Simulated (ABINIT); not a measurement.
Runs of ABINIT 10.8.3 (patched build) on PtS2. The structure is trigonal, space group P-3m1 (No. 164). The conventional cell has a = 3.543 Å, b = 3.543 Å, c = 5.039 Å, α = 90.00°, β = 90.00°, γ = 120.00°. Around Pt (site symmetry -3m) lie 6 S at 2.34 Å. S (site symmetry 3m) is surrounded by 3 Pt at 2.34 Å. 

```tsv
task	level	potentials or basis	cell	k mesh	cutoff (eV)	smearing	fine-grid cutoff	cell freedom (optcell)	cutoff smearing ecutsm (Ha)	optimiser (ionmov)	force stop (Ha/bohr)	gap on the mesh (eV)	pressure (GPa)	relaxed volume (Å³/atom)	largest force (eV/Å)
band structure	rPW86PBE	JTH PAW PBE v2.0	as given	9 × 9 × 5	544	fermi-dirac 0.05 eV	1088.46 eV	-	-	-	-	1.02	18.5	-	1.92
relaxation of cell and atoms	LDA	JTH PAW LDA v2.0	relaxed	9 × 9 × 5	544	fermi-dirac 0.05 eV	1088.46 eV	2	0.5	2	5e-05	none	0.0	16.60	-
single point	PBE	SPMS NC PBE v1.0	as given	6 × 6 × 4	490	fixed	-	-	-	-	-	0.97	11.0	-	1.26
single point	PBEsol	JTH PAW PBE v2.0	as given	12 × 12 × 6	544	fermi-dirac 0.05 eV	1088.46 eV	-	-	-	-	0.73	(a)	-	1.08
single point	PBE	JTH PAW PBE v2.0	as given	7 × 7 × 4	544	fermi-dirac 0.05 eV	1088.46 eV	-	-	-	-	0.79	12.4	-	1.37
single point	LDA	JTH PAW LDA v2.0	as given	5 × 5 × 3	544	fermi-dirac 0.05 eV	1088.46 eV	-	-	-	-	1.19	3.9	-	0.90
relaxation of cell and atoms	LDA	JTH PAW LDA v2.0	relaxed	9 × 9 × 5	544	fermi-dirac 0.05 eV	1088.46 eV	2	0.5	22	0.0001	none	0.0	16.60	-
band structure	r2SCAN	JTH PAW PBE v2.0	as given	9 × 9 × 5	653	fermi-dirac 0.05 eV	1251.72 eV	-	-	-	-	(b)	-	-	1.29
```

Alike in all rows: no spin polarisation.

**Question.** Fill in the values left out.

**Answer.** (a) 7.3; (b) 1.15.

Caveats: spin-orbit coupling is left out, which moves the levels of the heavy elements (some runs); forces of over 1 eV/Å show positions far from the minimum, so gaps and moduli don't describe the material at rest (some runs); the PAW data sets were made with another functional, which shifts forces and pressure a little (some runs); an odd mesh through Γ misses points on the zone boundary, where band edges often lie (some runs); so large a pressure means that the cell lies far from this level's equilibrium, or that cutoff or potentials fall short (some runs); the potentials were made for another functional, which shifts forces and pressure (some runs).

A k mesh can miss the band edges, and the runs leave out spin-orbit coupling on Pt.

A gap of «none» marks a metal or a gap under the smearing width.

Not every run made on this cell is shown here.
